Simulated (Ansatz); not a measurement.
Geometry optimisation, DFT PBEsol, scalar-relativistic, plane waves, PAW (Ansatz 0.2.0).

Input file:

```yaml
crystal:
  lattice:
    - [-4.9028, -4.9028, 0.0]
    - [4.9028, -4.9028, 0.0]
    - [0.0, 0.0, 6.7782]
  atoms:
    - { symbol: Si, position: [0.1897523, 0.4950397, -0.0048723] }
    - { symbol: Si, position: [0.0017123, 0.1825684, 0.2517009] }
    - { symbol: Si, position: [0.8093976, 0.5042199, 0.5045756] }
    - { symbol: Si, position: [6.02e-05, 0.809353, 0.7655551] }
    - { symbol: O, position: [0.3214474, 0.5630101, 0.1896066] }
    - { symbol: O, position: [0.9478083, 0.3117758, 0.4395088] }
    - { symbol: O, position: [0.6810075, 0.4379674, 0.6868231] }
    - { symbol: O, position: [0.0584397, 0.6728782, 0.9374194] }
    - { symbol: O, position: [0.9444558, 0.6776066, 0.5722199] }
    - { symbol: O, position: [0.6732173, 0.561428, 0.3177838] }
    - { symbol: O, position: [0.0613028, 0.3193878, 0.0636721] }
    - { symbol: O, position: [0.3235537, 0.4436796, 0.8155021] }
    - { symbol: Si, position: [0.6861932, -0.0022454, -0.0031615] }
    - { symbol: Si, position: [0.495641, 0.6960896, 0.2483533] }
    - { symbol: Si, position: [0.3034693, -0.0049368, 0.5053389] }
    - { symbol: Si, position: [0.5012208, 0.3150994, 0.7537414] }
    - { symbol: O, position: [0.8190605, 0.0556476, 0.1926107] }
    - { symbol: O, position: [0.4484733, 0.8183392, 0.4404684] }
    - { symbol: O, position: [0.1742581, 0.9495134, 0.6875643] }
    - { symbol: O, position: [0.4407679, 0.1720534, 0.5659369] }
    - { symbol: O, position: [0.1798673, 0.0604086, 0.3025646] }
    - { symbol: O, position: [0.55874, 0.8204368, 0.0596979] }
    - { symbol: "N", position: [0.8164719, 0.9403486, 0.8141183], spin: 1.0 }
magnetization:
  spin_polarized: true
basis:
  ecutwfc: 420.0
kpoints:
  mp_grid: { grid: [2, 2, 2] }
hamiltonian:
  xc: pbesol
  pseudopotentials: { kind: paw, azcp: { folder: soft_1 } }
scf:
  occupations: { method: fermi_dirac, width: 0.02 }
  lower_state_search: "off"
relax:
  f_tol: 0.03
  max_steps: 60
  adjacent_minimum: "off"
output:
  write_density: true
  write_potential: true
  elf: true
  volumetric_format: npy
```

Command:

```bash
$ ansatz run input.yaml --threads 2 --pin off --max-ram 5120MiB --backend cpu --events-out ev --progress --plain --runs-dir out
```

**Question.** Where does it end, and by what steps?

**Answer.** It converged. The force dipped under the threshold on the way, but the program's further checks kept it going. Limits of this set-up: coarse k mesh, PAW files made for another functional. After 21 steps the energy has fallen by 1.886 eV; O12 moved furthest, 0.97 Å. Joined: Si13–Si16 (3.03 → 2.49 Å).

```csv
step,energy less start (eV),largest force component (eV/Å),accepted
0,0.0000,4.154,yes
1,-0.8883,2.328,yes
2,-1.6418,0.574,yes
3,-1.7412,0.545,yes
4,-1.8278,0.413,yes
5,-1.8453,0.525,yes
6,-1.8268,0.569,no
7,-1.8752,0.073,yes
8,-1.8775,0.227,yes
9,-1.8805,0.119,yes
10,-1.8819,0.075,yes
11,-1.8826,0.044,yes
12,-1.8834,0.042,yes
13,-1.8838,0.029,yes
14,-1.8843,0.036,yes
15,-1.8847,0.043,yes
16,-1.8850,0.041,yes
17,-1.8854,0.044,yes
18,-1.8856,0.044,yes
19,-1.8858,0.038,yes
20,-1.8861,0.031,yes
21,-1.8863,0.024,yes
```

```xyz
23
Lattice="-4.9028 -4.9028 0.0000 4.9028 -4.9028 0.0000 0.0000 0.0000 6.7782" Properties=species:S:1:pos:R:3
Si 1.423 -3.533 0.165
Si 1.027 -0.919 1.533
Si -1.567 -6.317 3.422
Si 3.796 -3.884 4.896
O 1.403 -4.348 1.562
O -2.963 -5.732 2.858
O -1.318 -5.519 4.826
O 2.688 -4.023 6.072
O -1.781 -7.901 3.706
O -0.418 -6.126 2.289
O 1.636 -1.953 0.447
O -0.029 -3.772 6.272
Si -3.401 -3.285 -0.258
Si 1.129 -5.917 1.860
Si -1.267 -1.594 3.361
Si -1.323 -3.959 5.322
O -3.882 -4.353 0.878
O 2.050 -6.332 3.119
O 4.158 -5.393 4.425
O -1.052 -3.073 3.977
O -0.464 -1.413 1.959
O 1.569 -6.753 0.530
N 0.365 -8.018 5.283
```

Time of the run: 4.1 min on 2 threads of Arm Neoverse V2 (shared host), peak memory 0.86 GiB.
